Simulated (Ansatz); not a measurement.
**ZrN: band structure with PBEsol**

Crystal: ZrN.

```xyz
2
Lattice="0.0000 2.3000 2.3000 2.3000 0.0000 2.3000 2.3000 2.3000 0.0000" Properties=species:S:1:pos:R:3 pbc="T T T"
Zr    2.3000    2.3000    2.3000
N     0.0000    0.0000    0.0000
```

```
Program             : Ansatz 0.2.0
Task                : band structure
Functional          : PBEsol
Potentials or basis : all-electron LAPW, relativistic spinors
Cutoff              : 284 eV (chosen from the basis error)
Basis error allowed : 0.001 eV/atom
k mesh              : 7 × 7 × 7
Occupations         : fermi-dirac, width 0.05 eV
Spin                : spin-orbit coupling, no magnetisation
```

```
Pressure                : -7.6 GPa
Band gap along the path : none (metal or under the smearing width)
```

Levels at the corners of the path, in eV from the Fermi level:
| point | band 34 | band 35 | band 36 | band 37 | band 38 | band 39 | band 40 | band 41 | band 42 | band 43 |
| --- | --- | --- | --- | --- | --- | --- | --- | --- | --- | --- |
| Γ | -2.77 | -2.77 | -2.77 | -0.60 | -0.60 | -0.60 | -0.60 | -0.52 | -0.52 | 1.39 |
| X | -3.64 | -3.35 | -3.35 | -3.25 | -3.25 | 3.17 | 3.17 | 4.30 | 4.30 | 4.40 |
| W | -4.97 | -4.82 | -4.82 | 0.83 | 0.83 | 0.87 | 0.87 | 4.31 | 4.31 | 4.47 |
| K | -4.90 | -4.58 | -4.58 | -0.87 | -0.87 | 3.22 | 3.22 | 3.50 | 3.50 | 4.96 |
| Γ | -2.77 | -2.77 | -2.77 | -0.60 | -0.60 | -0.60 | -0.60 | -0.52 | -0.52 | 1.39 |
| L | -5.82 | -5.81 | -5.81 | 2.82 | 2.82 | 2.89 | 2.89 | 2.95 | 2.95 | 4.48 |
| U | -4.90 | -4.58 | -4.58 | -0.87 | -0.87 | 3.22 | 3.22 | 3.50 | 3.50 | 4.96 |
| W | -4.97 | -4.82 | -4.82 | 0.83 | 0.83 | 0.87 | 0.87 | 4.31 | 4.31 | 4.47 |

It took 61 s on 1 thread of Arm Neoverse V2, with other jobs on the host, peak memory 0.37 GiB.

Caveat: the k mesh is thin for a metal, which can move the energy by tens of meV per atom.
